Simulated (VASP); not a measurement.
## A VASP 6.6.1 single-point calculation on GaN

INCAR

```
NELM = 99
LASPH = .TRUE.
NBANDS = 16
LREAL = .FALSE.
ISMEAR = -1
ISIF = 2
SIGMA = 0.02
NSW = 0
PREC = Accurate
LCHARG = .FALSE.
IBRION = -1
ENCUT = 520
EDIFF = 1E-7
LWAVE = .FALSE.
GGA = PE
```

KPOINTS

```
KPOINTS created by Atomic Simulation Environment
0
Gamma
2 2 2
0 0 0
```

POSCAR

```
Ga N
 1.0000000000000000
     0.0000000000000000    2.2489525411000000    2.1589944394999998
     2.2489525411000000    0.0000000000000000    2.1589944394999998
     2.2489525411000000    2.2489525411000000    0.0000000000000000
 Ga  N
   1   1
Cartesian
  0.0000000000000000  0.0000000000000000  0.0000000000000000
  1.1244762705499998  1.1244762705499998  1.0794972197499999
```

The recommended PBE PAW datasets give the neutral cell 18 valence electrons.

Command

```
mpirun -np 1 vasp_std
```

Predict the outcome of this run.

It converged. Results: gap between bands v and c on the k mesh 1.67 eV; least direct gap on the k mesh 1.67 eV; pressure 18.8 GPa. Band v is the last that the valence electrons fill when counted band by band, and c is the next.

OSZICAR

```
N       E                     dE             d eps       ncg     rms          rms(c)
DAV:   1     0.736037195261E+02    0.73604E+02   -0.99784E+03   152   0.213E+03
DAV:   2    -0.803985363653E+01   -0.81644E+02   -0.77042E+02   136   0.310E+02
DAV:   3    -0.131781589226E+02   -0.51383E+01   -0.51218E+01   152   0.666E+01
DAV:   4    -0.132271375826E+02   -0.48979E-01   -0.48968E-01   176   0.690E+00
DAV:   5    -0.132277300223E+02   -0.59244E-03   -0.59244E-03   160   0.697E-01    0.902E+00
DAV:   6    -0.103025474054E+02    0.29252E+01   -0.57326E+00   192   0.466E+01    0.304E+00
DAV:   7    -0.103192810853E+02   -0.16734E-01   -0.61406E-01   144   0.645E+00    0.201E+00
DAV:   8    -0.103252173051E+02   -0.59362E-02   -0.57102E-02   136   0.460E+00    0.429E-01
DAV:   9    -0.103213657706E+02    0.38515E-02   -0.17285E-02   192   0.349E+00    0.166E-01
DAV:  10    -0.103215325524E+02   -0.16678E-03   -0.11566E-03   128   0.299E-01    0.117E-01
DAV:  11    -0.103217553014E+02   -0.22275E-03   -0.52484E-04   168   0.416E-01    0.444E-02
DAV:  12    -0.103217430468E+02    0.12255E-04   -0.10247E-04   168   0.974E-02    0.203E-02
DAV:  13    -0.103217432462E+02   -0.19943E-06   -0.51726E-06   160   0.192E-02    0.823E-03
DAV:  14    -0.103217435250E+02   -0.27875E-06   -0.49753E-07   144   0.649E-03    0.266E-03
DAV:  15    -0.103217434913E+02    0.33699E-07   -0.46106E-08   104   0.239E-03
   1 F= -.10321743E+02 E0= -.10321743E+02  d E =-.449420E-13
```

These settings aren't sound, so the numbers aren't properties of the crystal.

On sound settings PBE gives a gap of 1.90 eV on its mesh and a pressure of 14.9 GPa for the intended cell.
